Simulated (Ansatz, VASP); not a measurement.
Two plane-wave programs on KBr

```
K Br
1.0
     0.00000    3.27568    3.27568
     3.27568    0.00000    3.27568
     3.27568    3.27568    0.00000
K Br
1 1
Direct
  0.00000 0.00000 0.00000
  0.50000 0.50000 0.50000
```

Alike in both runs: functional PBEsol; k mesh 6 × 6 × 6; occupations gaussian, width 0.02 eV; no spin polarisation.

Ansatz relaxed the structure, and its values are those at the end. VASP's run is a single point on that final structure, the one shown.

|  | VASP | Ansatz |
| --- | --- | --- |
| version | VASP 6.6.1 | Ansatz 0.2.0 |
| potentials or method | VASP PAW PBE potentials, release 64 (K_sv, Br) | scalar-relativistic, plane waves, PAW |
| plane-wave cutoff (eV) | 520 | 420 |
| valence electrons in the cell | 16 | 16 |

VASP gave:

```
gap on the k mesh at the Fermi level (eV) : 4.33
least direct gap on the mesh (eV)         : 4.33
pressure (GPa)                            : 0.0
```

Estimate Ansatz's values.

gap on the k mesh at the Fermi level (eV): 4.34; least direct gap on the mesh (eV): 4.34; pressure (GPa): 0.0.

With one functional, cell and mesh, what is left measures potentials, basis and numerics.

Caveats: the PAW data sets were made with another functional, which shifts forces and pressure a little (VASP).
